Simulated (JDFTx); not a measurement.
Crystal: GaN.

```
CELL_PARAMETERS angstrom
0.00000 2.25350 2.25350
2.25350 0.00000 2.25350
2.25350 2.25350 0.00000
ATOMIC_POSITIONS crystal
Ga 0.00000 0.00000 0.00000
N 0.25000 0.25000 0.25000
```

The cell is a database's computed one.

Below is the output of JDFTx 1.7.0 (patched build) for this cell. Logs are shortened: lines on timing, memory, paths and dates and some standing lists are left out, and cuts for length are marked.

```text
*************** JDFTx 1.7.0 (patched build) ***************

Input parsed successfully to the following command list (including defaults):
[... the input with its defaults ...]

---------- Setting up symmetries ----------

Found 48 point-group symmetries of the bravais lattice
Found 24 space-group symmetries with basis
Applied RMS atom displacement 0 bohrs to make symmetries exact.

---------- Initializing the Grid ----------
R =
[            0       4.2585       4.2585  ]
[       4.2585            0       4.2585  ]
[       4.2585       4.2585            0  ]
unit cell volume = 154.454
G =
[  -0.737723   0.737723   0.737723  ]
[   0.737723  -0.737723   0.737723  ]
[   0.737723   0.737723  -0.737723  ]
Minimum fftbox size, Smin = [  52  52  52  ]
Chosen fftbox size, S = [  54  54  54  ]

---------- Initializing tighter grid for wavefunction operations ----------
R =
[            0       4.2585       4.2585  ]
[       4.2585            0       4.2585  ]
[       4.2585       4.2585            0  ]
unit cell volume = 154.454
G =
[  -0.737723   0.737723   0.737723  ]
[   0.737723  -0.737723   0.737723  ]
[   0.737723   0.737723  -0.737723  ]
Minimum fftbox size, Smin = [  36  36  36  ]
Chosen fftbox size, S = [  36  36  36  ]

---------- Exchange Correlation functional ----------
Initalized PBEsol GGA exchange.
Initalized PBEsol GGA correlation.

---------- Setting up pseudopotentials ----------
Width of ionic core gaussian charges (only for fluid interactions / plotting) set to 0

Reading pseudopotential file 'pseudo/Ga.upf':
  'Ga' pseudopotential, 'PBESOL' functional
  Generated using ONCVPSP code by D. R. Hamann
  13 valence electrons, 3 orbitals, 6 projectors, 1001 radial grid points, with lMax = 2
    3D    l: 2   occupation: 10.0   eigenvalue: -0.704192
    4S    l: 0   occupation:  2.0   eigenvalue: -0.329374
    4P    l: 1   occupation:  1.0   eigenvalue: -0.094479
  Core radius for overlap checks: 1.84 bohrs.

Reading pseudopotential file 'pseudo/N.upf':
[... 43 lines left out ...]
Will mix electronic density at each iteration.
	FillingsUpdate:  mu: +0.434659785  nElectrons: 18.000000
	FillingsUpdate:  mu: +0.420331578  nElectrons: 18.000000
SCF: Cycle:  0   F: -77.145080496562827   dF: -3.849e-02   |Residual|: 5.224e-02   |deigs|: 2.736e-01
	FillingsUpdate:  mu: +0.414868676  nElectrons: 18.000000
SCF: Cycle:  1   F: -77.146635634806515   dF: -1.555e-03   |Residual|: 2.049e-02   |deigs|: 1.233e-02
	FillingsUpdate:  mu: +0.416248714  nElectrons: 18.000000
SCF: Cycle:  2   F: -77.146685823623898   dF: -5.019e-05   |Residual|: 9.224e-03   |deigs|: 2.766e-03
	FillingsUpdate:  mu: +0.416970309  nElectrons: 18.000000
SCF: Cycle:  3   F: -77.146691884369488   dF: -6.061e-06   |Residual|: 1.187e-03   |deigs|: 1.254e-03
	FillingsUpdate:  mu: +0.417138554  nElectrons: 18.000000
SCF: Cycle:  4   F: -77.146692659927240   dF: -7.756e-07   |Residual|: 3.839e-04   |deigs|: 4.542e-04
	FillingsUpdate:  mu: +0.417182407  nElectrons: 18.000000
SCF: Cycle:  5   F: -77.146692814295420   dF: -1.544e-07   |Residual|: 1.140e-04   |deigs|: 3.135e-04
	FillingsUpdate:  mu: +0.417192350  nElectrons: 18.000000
SCF: Cycle:  6   F: -77.146692864757227   dF: -5.046e-08   |Residual|: 4.133e-05   |deigs|: 3.994e-04
	FillingsUpdate:  mu: +0.417190198  nElectrons: 18.000000
SCF: Cycle:  7   F: -77.146692875210832   dF: -1.045e-08   |Residual|: 1.608e-05   |deigs|: 2.373e-04
	FillingsUpdate:  mu: +0.417190113  nElectrons: 18.000000
SCF: Cycle:  8   F: -77.146692879384020   dF: -4.173e-09   |Residual|: 9.696e-06   |deigs|: 2.461e-04
	FillingsUpdate:  mu: +0.417189945  nElectrons: 18.000000
SCF: Cycle:  9   F: -77.146692880199168   dF: -8.151e-10   |Residual|: 8.767e-07   |deigs|: 1.716e-04
	FillingsUpdate:  mu: +0.417189847  nElectrons: 18.000000
SCF: Cycle: 10   F: -77.146692880513086   dF: -3.139e-10   |Residual|: 5.495e-07   |deigs|: 3.167e-04
SCF: Converged (|Delta E|<1.000000e-09 for 2 iters).

Setting wave functions to eigenvectors of Hamiltonian
Converging empty states (this may take a while):
EmptyStates: None of the convergence criteria satisfied.
|deigs|: 1.139e-03

# Stress tensor in Cartesian coordinates [Eh/a0^3]:
[  3.16433e-05            0            0  ]
[            0  3.16433e-05            0  ]
[            0            0  3.16433e-05  ]

# Ionic positions in lattice coordinates:
ion Ga   0.000000000000000   0.000000000000000   0.000000000000000 1
ion N   0.250000000000000   0.250000000000000   0.250000000000000 1

# Forces in Cartesian coordinates:
force Ga   0.000000000000000  -0.000000000000000   0.000000000000000 1
force N  -0.000000000000000   0.000000000000000  -0.000000000000000 1

# Energy components:
   Eewald =      -58.3371585566606043
       EH =       21.7795256249326350
     Eloc =      -57.0943847161566396
      Enl =      -39.2934951821815659
      Exc =      -23.7940824147794920
 Exc_core =        9.5836318728302317
       KE =       70.0092704915153803
-------------------------------------
     Etot =      -77.1466928805000549
       TS =        0.0000000000130367
-------------------------------------
        F =      -77.1466928805130863

IonicMinimize: Iter:   0  F: -77.146692880513086  |grad|_K:  4.616e-36
IonicMinimize: Converged (|grad|_K<1.000000e-04).

#--- Lowdin population analysis ---
# oxidation-state Ga +0.792
# oxidation-state N -0.764

Dumping 'run.eigStats' ...
	eMin: -0.200271 at state 0 ( [ +0.000000 +0.000000 +0.000000 ] spin 0 )
	HOMO: +0.384235 at state 0 ( [ +0.000000 +0.000000 +0.000000 ] spin 0 )
	mu  : +0.417190
	LUMO: +0.446896 at state 0 ( [ +0.000000 +0.000000 +0.000000 ] spin 0 )
	eMax: +1.200196 at state 43 ( [ +0.100000 +0.500000 -0.400000 ] spin 0 )
	HOMO-LUMO gap: +0.062661
	Optical gap  : +0.062661 at state 0 ( [ +0.000000 +0.000000 +0.000000 ] spin 0 )
WARNING: the last solve of the electrons (or of bands or displaced states from it) ended unconverged.
Done!
[note: mu as printed may lie anywhere between the filled and the empty levels]
```

Question: Write the input and the command behind it.

Answer: Single point with PBEsol, no spin polarisation. The files as run (others can give the same):

GaN.in
```
include GaN.lattice
coords-type Lattice
include GaN.ionpos

ion-species pseudo/Ga.upf
ion-species pseudo/N.upf
elec-cutoff 42 336
elec-ex-corr gga-PBEsol
kpoint-folding 10 10 10
elec-smearing Fermi 0.0018374661
elec-n-bands 15
electronic-SCF nIterations 100 energyDiffThreshold 1e-09
electronic-minimize nIterations 30 energyDiffThreshold 1e-7
converge-empty-states yes
forces-output-coords Cartesian

dump-name run.$VAR
dump End Ecomponents EigStats BandEigs Kpoints Forces Stress ElecDensity Dtot KEdensity
```

GaN.lattice
```
lattice \
    0.0000000000     4.2584989699     4.2584989699 \
    4.2584989699     0.0000000000     4.2584989699 \
    4.2584989699     4.2584989699     0.0000000000
```

GaN.ionpos
```
ion Ga     0.0000000000     0.0000000000     0.0000000000 1
ion N      0.2500000000     0.2500000000     0.2500000000 1
```

Potentials or basis: PseudoDojo-SR-PBEsol-0.4.1-standard.
Command:
```console
$ jdftx -c 1 -i GaN.in -o GaN.out
```

Caveat: the empty levels aren't tightly converged.
